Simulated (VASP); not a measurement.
# Au (Im-3m) in VASP: further runs

One crystal, Au, is run at these levels: PBE; tasks: single point.

All numbers are computed with VASP 6.6.1; they aren't measurements. Logs are shortened: lines on timing, memory, paths and dates and some standing lists are left out, and cuts for length are marked.

### Step 1. The structure

Symmetry: Im-3m, No. 229, cubic system. Conventional cell: a = 3.315 Å, b = 3.315 Å, c = 3.315 Å, α = 90.00°, β = 90.00°, γ = 90.00°. Au (site symmetry m-3m) has 8 Au at 2.87 Å as nearest neighbours.

This isn't the form of Au at room conditions, which is fcc.

### Step 2. Single point, PBE

File INCAR:

```
  ADDGRID = F
  ALGO = Normal
  EDIFF = 1E-6
  ENCUT = 460
  GGA = PE
  ISIF = 2
  ISMEAR = 1
  LASPH = F
  LCHARG = F
  LREAL = F
  LWAVE = F
  NBANDS = 12
  NELM = 100
  PREC = Accurate
  SIGMA = 0.15
```

File KPOINTS:

```
k-points
0
Gamma
  5 5 5
```

File POSCAR:

```
Au
1.0
   -1.6572690000      1.6572690000      1.6572690000
    1.6572690000     -1.6572690000      1.6572690000
    1.6572690000      1.6572690000     -1.6572690000
Au
1
Direct
    0.0000000000      0.0000000000      0.0000000000
```

Potentials or basis: VASP PAW PBE potentials, release 64 (Au).

Launch:

```
$ cat potpaw_PBE.64/Au/POTCAR > POTCAR
$ mpirun -np 1 vasp_std > vasp.out
```

OUTCAR:

```text
EDIFF = 1E-6
   ENCUT = 460
   GGA = PE
   ISIF = 2
   ISMEAR = 1
   LASPH = F
   LREAL = F
   NELM = 100
   PREC = Accurate

 Found     10 irreducible k-points:

 Following reciprocal coordinates:
            Coordinates               Weight
  0.000000  0.000000  0.000000      1.000000
  0.200000  0.000000  0.000000     12.000000
  0.400000  0.000000  0.000000     12.000000
  0.200000  0.200000  0.000000     24.000000
  0.400000  0.200000 -0.000000     24.000000
  0.200000  0.200000  0.200000      8.000000
   k-points           NKPTS =     10   k-points in BZ     NKDIM =     10   number of bands    NBANDS=     12
   number of dos      NEDOS =    301   number of ions     NIONS =      1
   total plane-waves  NPLWV =   8000
   dimension x,y,z NGX =    20 NGY =   20 NGZ =   20
   dimension x,y,z NGXF=    40 NGYF=   40 NGZF=   40
   ions per type =               1
   NGX,Y,Z   is equivalent  to a cutoff of  11.58, 11.58, 11.58 a.u.
   NGXF,Y,Z  is equivalent  to a cutoff of  23.17, 23.17, 23.17 a.u.
 SYSTEM =  unknown system
   PREC   = accura    normal or accurate (medium, high low for compatibility)
   ISTART =      0    job   : 0-new  1-cont  2-samecut
   ICHARG =      2    charge: 1-file 2-atom 10-const
   ISPIN  =      1    spin polarized calculation?
   LNONCOLLINEAR =      F non collinear calculations
   LSORBIT =      F    spin-orbit coupling
   LASPH  =      F    aspherical Exc in radial PAW
   ENCUT  =  460.0 eV  33.81 Ry    5.81 a.u.   5.02  5.02  5.02*2*pi/ulx,y,z
   NELM   =    100;   NELMIN=  2; NELMDL= -5     # of ELM steps
   EDIFF  = 0.1E-05   stopping-criterion for ELM
   LREAL  =      F    real-space projection
   EDIFFG = 0.1E-04   stopping-criterion for IOM
   NSW    =      0    number of steps for IOM
   IBRION =     -1    ionic relax: 0-MD 1-quasi-New 2-CG
   NFREE  =      0    steps in history (QN), initial steepest desc. (CG)
   ISIF   =      2    stress and relaxation
   ISYM   =      2    0-nonsym 1-usesym 2-fastsym
   POTIM  = 0.5000    time-step for ionic-motion
   TEBEG  =    0.0;   TEEND  =   0.0 temperature during run
   PSTRESS=    0.0 pullay stress
   NELECT =      11.0000    total number of electrons
   NUPDOWN=      -1.0000    fix difference up-down
   EMIN   =  10.00;   EMAX   =-10.00  energy-range for DOS
   EFERMI =   0.00;   METHOD = LEGACY
   ISMEAR =     1;   SIGMA  =   0.15  broadening in eV -4-tet -1-fermi 0-gaus
   EFERMI_NEDOS =   21; number of points for ismear=-14 and -15
   IALGO  =     38    algorithm
   IMIX   =      4    mixing-type and parameters
     AMIX     =   0.40;   BMIX     =  1.00
     AMIX_MAG =   1.60;   BMIX_MAG =  1.00
  volume/ion in A,a.u.               =      18.21       122.87
  Fermi-wavevector in a.u.,A,eV,Ry     =   1.383968  2.615320 26.060157  1.915367
  Thomas-Fermi vector in A             =   2.508516
   LORBIT       =      0    0 simple, 1 ext, 2 COOP (PROOUT), +10 PAW based schemes
   GGA     = PE    functional components
   LHFCALC =     F    Hartree Fock is set to
   AEXX    =    0.0000 exact exchange contribution
   IVDW    =     0    specifies the selected vdW correction
   LEPSILON=     F    determine dielectric tensor
   LRPA    =     F    only Hartree local field effects (RPA)
 non-spin polarized calculation
 Methfessel and Paxton  Order N= 1 SIGMA  =   0.15
  energy-cutoff  :      460.00
  volume of cell :       18.21
 maximum number of plane-waves:       415
   NGX =  9   NGY =  9   NGZ =  9

 number of electron      10.9999996 magnetization

 Free energy of the ion-electron system (eV)
  ---------------------------------------------------
  ext. energy  EPLUGINS =         0.00000000
  ---------------------------------------------------
  free energy    TOTEN  =        -3.19736026 eV

  energy without entropy =       -3.19044936  energy(sigma->0) =       -3.19505663

 E-fermi :   8.3356     XC(G=0): -12.3236

 val. band max:        6.9804183706   @ k =   0.2000   0.2000   0.0000
 cond. band min:       8.3697677614   @ k =  -0.4000   0.4000   0.2000
 fundamental gap:      1.3893493907
 Fermi energy:         8.3355677832

 k-point     1 :       0.0000    0.0000    0.0000
  band No.  band energies     occupation
      1      -0.7554      2.00000
      2       3.9091      2.00000
      3       3.9091      2.00000
      4       3.9091      2.00000
      5       5.6434      2.00000
      6       5.6434      2.00000
      7      24.9080      0.00000
      8      24.9080      0.00000
      9      24.9080      0.00000
     10      31.5743      0.00000
     11      31.5743      0.00000
     12      31.5743      0.00000

 k-point     2 :       0.2000    0.0000    0.0000
  band No.  band energies     occupation
      1       0.5172      2.00000
      2       3.5484      2.00000
      3       3.9568      2.00000
      4       4.8033      2.00000
      5       5.3688      2.00000
      6       5.6799      2.00000
      7      22.1216      0.00000
      8      24.0369      0.00000
      9      26.4637      0.00000
     10      27.6878      0.00000
     11      27.7550      0.00000
     12      28.9572      0.00000

 k-point     3 :       0.4000    0.0000    0.0000
  band No.  band energies     occupation
      1       1.7671      2.00000
      2       3.0172      2.00000
      3       5.4151      2.00000
      4       5.7910      2.00000
      5       6.3609      2.00000
      6       6.6329      2.00000
      7      14.0214      0.00000
      8      21.1843      0.00000
      9      22.7087      0.00000
     10      28.9403      0.00000
     11      29.2581      0.00000
     12      31.6950      0.00000

 k-point     4 :       0.2000    0.2000    0.0000
  band No.  band energies     occupation
      1       2.1615      2.00000
      2       3.4422      2.00000
      3       3.6756      2.00000
      4       5.2825      2.00000
      5       5.8392      2.00000
      6       6.9804      2.00000
      7      17.5129      0.00000
      8      19.7735      0.00000
      9      23.1571      0.00000
     10      27.2524      0.00000
     11      30.7280      0.00000
     12      32.8572      0.00000

 k-point     5 :       0.4000    0.2000   -0.0000
  band No.  band energies     occupation
      1       2.3969      2.00000
      2       3.1978      2.00000
      3       4.6739      2.00000
      4       5.5186      2.00000
      5       6.1269      2.00000
      6      10.9691     -0.00000
      7      11.4861      0.00000
      8      17.3795      0.00000
      9      21.9626      0.00000
     10      28.7655      0.00000
     11      30.0829      0.00000
     12      33.2744      0.00000

 k-point     6 :       0.2000    0.2000    0.2000
  band No.  band energies     occupation
      1       3.1941      2.00000
      2       3.1941      2.00000
      3       3.7096      2.00000
      4       5.8044      2.00000
      5       5.8044      2.00000
      6      10.3608     -0.00000
      7      13.8864      0.00000
      8      17.3708      0.00000
      9      17.3708      0.00000
     10      31.2867      0.00000
     11      33.8238      0.00000
     12      34.2691      0.00000

 [... further k-points ...]
[... 5 lines left out ...]
  --------------------------------------------------------------------------------------
  -------------------------------------------------------------------------------------
  Total       -0.1288219     -0.1288219     -0.1288219     -0.0000000      0.0000000      0.0000000
  in kB      -11.3360348    -11.3360348    -11.3360348     -0.0000000      0.0000000      0.0000000
  external PRESSURE =     -11.3360348 kB  Pullay stress =       0.0000000 kB

 VOLUME and BASIS-vectors are now :
 -----------------------------------------------------------------------------
  energy-cutoff  :      460.00
  volume of cell :       18.21
      direct lattice vectors                 reciprocal lattice vectors
    -1.657269000  1.657269000  1.657269000     0.000000000  0.301701172  0.301701172
     1.657269000 -1.657269000  1.657269000     0.301701172  0.000000000  0.301701172
     1.657269000  1.657269000 -1.657269000     0.301701172  0.301701172  0.000000000

 POSITION                                       TOTAL-FORCE (eV/Angst)
 -----------------------------------------------------------------------------------
      0.00000      0.00000      0.00000         0.000000      0.000000     -0.000000
 -----------------------------------------------------------------------------------
    total drift:                                0.000000      0.000000      0.000000

  FREE ENERGIE OF THE ION-ELECTRON SYSTEM (eV)
  ---------------------------------------------------
  free  energy   TOTEN  =        -3.1973602626 eV

  energy  without entropy=       -3.1904493595  energy(sigma->0) =       -3.19505663
```

It took 2.6 s on 1 thread of Intel Xeon 6975P-C (Granite Rapids), shared host; peak memory 0.12 GiB.

The run converged, but some of its settings lie outside the range that counts as converged, so its numbers aren't taken as properties of the crystal.

What came out:

```yaml
Free_energy: -3.1974 eV
Pressure: -1.1 GPa
Band_gap_on_the_k_mesh: none (metal or under the smearing width)
```

Caveat: the k mesh is coarse (spacing up to 0.54 Å⁻¹), so the values aren't converged.

### Step 3. Single point, PBE

File INCAR:

```
  ADDGRID = F
  ALGO = Normal
  EDIFF = 1E-4
  ENCUT = 460
  GGA = PE
  ISIF = 2
  ISMEAR = 1
  LASPH = T
  LCHARG = F
  LREAL = Auto
  LWAVE = F
  NBANDS = 12
  NELM = 100
  PREC = Normal
  SIGMA = 0.15
```

KPOINTS is that of step 2.

POSCAR is that of step 2.

Potentials or basis: VASP PAW PBE potentials, release 64 (Au).

Launch:

```
$ cat potpaw_PBE.64/Au/POTCAR > POTCAR
$ mpirun -np 1 vasp_std > vasp.out
```

OUTCAR:

```text
EDIFF = 1E-4
   ENCUT = 460
   GGA = PE
   ISIF = 2
   ISMEAR = 1
   LASPH = T
   LREAL = Auto
   NELM = 100
   PREC = Normal

 Found     10 irreducible k-points:

 Following reciprocal coordinates:
            Coordinates               Weight
  0.000000  0.000000  0.000000      1.000000
  0.200000  0.000000  0.000000     12.000000
  0.400000  0.000000  0.000000     12.000000
  0.200000  0.200000  0.000000     24.000000
  0.400000  0.200000 -0.000000     24.000000
  0.200000  0.200000  0.200000      8.000000
   k-points           NKPTS =     10   k-points in BZ     NKDIM =     10   number of bands    NBANDS=     12
   number of dos      NEDOS =    301   number of ions     NIONS =      1
   total plane-waves  NPLWV =   4096
   dimension x,y,z NGX =    16 NGY =   16 NGZ =   16
   dimension x,y,z NGXF=    32 NGYF=   32 NGZF=   32
   ions per type =               1
   NGX,Y,Z   is equivalent  to a cutoff of   9.27,  9.27,  9.27 a.u.
   NGXF,Y,Z  is equivalent  to a cutoff of  18.53, 18.53, 18.53 a.u.
 SYSTEM =  unknown system
   PREC   = normal    normal or accurate (medium, high low for compatibility)
   ISTART =      0    job   : 0-new  1-cont  2-samecut
   ICHARG =      2    charge: 1-file 2-atom 10-const
   ISPIN  =      1    spin polarized calculation?
   LNONCOLLINEAR =      F non collinear calculations
   LSORBIT =      F    spin-orbit coupling
[... 67 lines left out ...]
      7      24.9095      0.00000
      8      24.9095      0.00000
      9      24.9095      0.00000
     10      31.5725      0.00000
     11      31.5725      0.00000
     12      31.5725      0.00000
[... 61 lines left out ...]
 k-point     6 :       0.2000    0.2000    0.2000
  band No.  band energies     occupation
      1       3.1962      2.00000
      2       3.1962      2.00000
      3       3.7114      2.00000
      4       5.8041      2.00000
      5       5.8041      2.00000
      6      10.3617     -0.00000
      7      13.8865      0.00000
      8      17.3723      0.00000
      9      17.3723      0.00000
     10      31.2882      0.00000
     11      33.8247      0.00000
     12      34.2704      0.00000

 [... further k-points ...]

------------------------ aborting loop because EDIFF is reached ----------------------------------------

  FORCE on cell =-STRESS in cart. coord.  units (eV):
  Direction    XX          YY          ZZ          XY          YZ          ZX
  --------------------------------------------------------------------------------------
  -------------------------------------------------------------------------------------
  Total       -0.1883958     -0.1883958     -0.1883958      0.0000000     -0.0000000      0.0000000
  in kB      -16.5784064    -16.5784064    -16.5784064      0.0000000     -0.0000000      0.0000000
  external PRESSURE =     -16.5784064 kB  Pullay stress =       0.0000000 kB

 VOLUME and BASIS-vectors are now :
 -----------------------------------------------------------------------------
  energy-cutoff  :      460.00
  volume of cell :       18.21
      direct lattice vectors                 reciprocal lattice vectors
    -1.657269000  1.657269000  1.657269000     0.000000000  0.301701172  0.301701172
     1.657269000 -1.657269000  1.657269000     0.301701172  0.000000000  0.301701172
     1.657269000  1.657269000 -1.657269000     0.301701172  0.301701172  0.000000000

 POSITION                                       TOTAL-FORCE (eV/Angst)
 -----------------------------------------------------------------------------------
      0.00000      0.00000      0.00000        -0.000000      0.000000      0.000000
 -----------------------------------------------------------------------------------
    total drift:                                0.000000      0.000000     -0.000000

  FREE ENERGIE OF THE ION-ELECTRON SYSTEM (eV)
  ---------------------------------------------------
  free  energy   TOTEN  =        -3.1970002200 eV

  energy  without entropy=       -3.1900893169  energy(sigma->0) =       -3.19469659
```

OSZICAR:

```text
N       E                     dE             d eps       ncg     rms          rms(c)
DAV:   1     0.467762047853E+02    0.46776E+02   -0.51737E+03   264   0.727E+02
DAV:   2    -0.284598385764E+01   -0.49622E+02   -0.46302E+02   280   0.176E+02
DAV:   3    -0.345079683565E+01   -0.60481E+00   -0.60458E+00   280   0.188E+01
DAV:   4    -0.345276517125E+01   -0.19683E-02   -0.19682E-02   288   0.127E+00
DAV:   5    -0.345278004318E+01   -0.14872E-04   -0.14872E-04   264   0.106E-01    0.746E+00
DAV:   6    -0.321383297981E+01    0.23895E+00   -0.68555E-01   264   0.654E+00    0.492E+00
DAV:   7    -0.319876331651E+01    0.15070E-01   -0.52698E-02   272   0.183E+00    0.254E+00
DAV:   8    -0.319700948582E+01    0.17538E-02   -0.10448E-03   260   0.265E-01    0.225E-01
DAV:   9    -0.319700022004E+01    0.92658E-05   -0.67486E-06   168   0.212E-02
   1 F= -.31970002E+01 E0= -.31946966E+01  d E =-.691090E-02
```

stdout:

```text
POSCAR found type information on POSCAR Au
 POSCAR found :  1 types and       1 ions
 scaLAPACK will be used
 -----------------------------------------------------------------------------
|                                                                             |
|                                                                             |
|     You have a (more or less) 'small supercell' and for smaller cells       |
|     it is recommended to use the reciprocal-space projection scheme!        |
|     The real-space optimization is not efficient for small cells and it     |
|     is also less accurate ...                                               |
|     Therefore, set LREAL=.FALSE. in the INCAR file.                         |
|                                                                             |
 -----------------------------------------------------------------------------

 LDA part: xc-table for (Slater+PW92), standard interpolation
 POSCAR, INCAR and KPOINTS ok, starting setup
 FFT: planning ... GRIDC
 FFT: planning ... GRID_SOFT
 FFT: planning ... GRID
 WAVECAR not read
 entering main loop
```

It took 2.5 s on 1 thread of Intel Xeon 6975P-C (Granite Rapids), shared host; peak memory 0.1 GiB.

The run converged, but some of its settings lie outside the range that counts as converged, so its numbers aren't taken as properties of the crystal.

Results:

* Free energy: -3.1970 eV
* Pressure: -1.7 GPa
* Band gap on the k mesh: none (metal or under the smearing width)

Caveat: the k mesh is coarse (spacing up to 0.54 Å⁻¹), so the values aren't converged.

### Step 4. Single point, PBE

File INCAR:

```
  ADDGRID = F
  ALGO = Normal
  EDIFF = 1E-6
  ENCUT = 520
  GGA = PE
  ISIF = 2
  ISMEAR = 1
  LASPH = T
  LCHARG = F
  LREAL = F
  LWAVE = F
  NBANDS = 12
  NELM = 100
  PREC = Accurate
  SIGMA = 0.15
```

KPOINTS is that of step 3.

POSCAR is that of step 3.

Launch:

```
$ cat potpaw_PBE.64/Au/POTCAR > POTCAR
$ mpirun -np 1 vasp_std > vasp.out
```

Run time: 3.5 s. Hardware: 1 thread of Intel Xeon 6975P-C (Granite Rapids), shared host; peak memory 0.13 GiB.

These settings aren't checked as converged: the numbers below hold their error.

Results:

* Free energy: -3.1973 eV
* Pressure: -1.2 GPa
* Band gap on the k mesh: none (metal or under the smearing width)

Caveat: the k mesh is coarse (spacing up to 0.54 Å⁻¹), so the values aren't converged.

### Step 5. Single point, PBE

INCAR: that of step 4 with these lines changed.

```diff
@@ -3,3 +3,3 @@
   EDIFF = 1E-6
-  ENCUT = 520
+  ENCUT = 280
   GGA = PE
```

File KPOINTS:

```
k-points
0
Gamma
  7 7 7
```

POSCAR is that of step 4.

Launch:

```
$ cat potpaw_PBE.64/Au/POTCAR > POTCAR
$ mpirun -np 1 vasp_std > vasp.out
```

It took 2.6 s on 1 thread of Intel Xeon 6975P-C (Granite Rapids), shared host; peak memory 0.11 GiB.

The run converged, but some of its settings lie outside the range that counts as converged, so its numbers aren't taken as properties of the crystal.

Results:

* Free energy: -3.2111 eV
* Pressure: -1.0 GPa
* Band gap on the k mesh: none (metal or under the smearing width)

Caveat: the k mesh is coarse (spacing up to 0.38 Å⁻¹), so the values aren't converged; the cutoff is under 1.25 times the usual one of these potentials, so pressure, stress and relaxed cells hold a basis-set (Pulay) error.

### Step 6. The reference run

An earlier run on the cell as given: functional PBE; potentials or basis VASP PAW PBE potentials, release 64 (Au); cutoff 520 eV; k mesh 11 × 11 × 11; occupations fermi-dirac, width 0.05 eV; no spin polarisation.

* Pressure: -1.1 GPa
* Band gap on the k mesh: none (metal or under the smearing width)
